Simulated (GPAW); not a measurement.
**The band gap of KMgF3, sorted by core time**

```cif
data_structure
_symmetry_space_group_name_H-M 'Pm-3m'
_symmetry_Int_Tables_number 221
_cell_length_a 3.9859
_cell_length_b 3.9859
_cell_length_c 3.9859
_cell_angle_alpha 90.000
_cell_angle_beta 90.000
_cell_angle_gamma 90.000
_cell_volume 63.33
loop_
_atom_site_label
_atom_site_type_symbol
_atom_site_symmetry_multiplicity
_atom_site_Wyckoff_symbol
_atom_site_fract_x
_atom_site_fract_y
_atom_site_fract_z
_atom_site_occupancy
K1 K 1 b 0.50000 0.50000 0.50000 1
Mg1 Mg 1 a 0.00000 0.00000 0.00000 1
F1 F 3 d 0.00000 0.00000 0.50000 1
```

```tsv
rung	level	program and potentials	cutoff (eV)	k mesh	task	core time	chip	band gap (eV)	notes
GGA	PBE	GPAW, GPAW PAW data sets (gpaw-data 1.2.1)	680	4 × 4 × 4	electron localisation function	17 s	Arm Neoverse V1	7.32	coarse mesh
LDA	LDA	GPAW, the program's PAW data sets (release 1.2.1) made for this functional	650	6 × 6 × 6	dielectric tensor	3.8 min	Arm Neoverse V2	6.96	-
GGA	AM05	GPAW, PAW data sets generated for this functional	650	6 × 6 × 6	dielectric tensor	3.9 min	Arm Neoverse V2	7.32	-
GGA	PBEsol	GPAW, PAW data sets generated for this functional	650	6 × 6 × 6	dielectric tensor	3.9 min	Arm Neoverse V2	7.13	-
GGA	PBE	GPAW, GPAW PAW data sets (gpaw-data 1.2.1)	650	6 × 6 × 6	dielectric tensor	4 min	Arm Neoverse V2	7.32	-
GGA	RPBE	GPAW, the program's PAW data sets (release 1.2.1) made for this functional	650	6 × 6 × 6	dielectric tensor	4.2 min	Arm Neoverse V2	7.63	-
```

Times are single runs on shared hosts and different chips, so they are rough; meshes, cutoffs and the tasks' sizes weigh on the time. All rows: no spin polarisation. Gaps are the least found on the k mesh or the band path, and a mesh can miss the band edges. The cell comes from a database and isn't always the measured one. Meshes differ between rows, which moves values too. All levels ran on this one cell, unrelaxed unless noted. Meshes are those of the run's cell of 5 atoms unless a note names another. Runs on faulty files, with rough fits or with known faults for this quantity aren't shown. No row holds spin-orbit coupling.

By rung: LDA 6.96; GGA 7.13 to 7.63; GGA on coarse meshes 7.32 (eV).
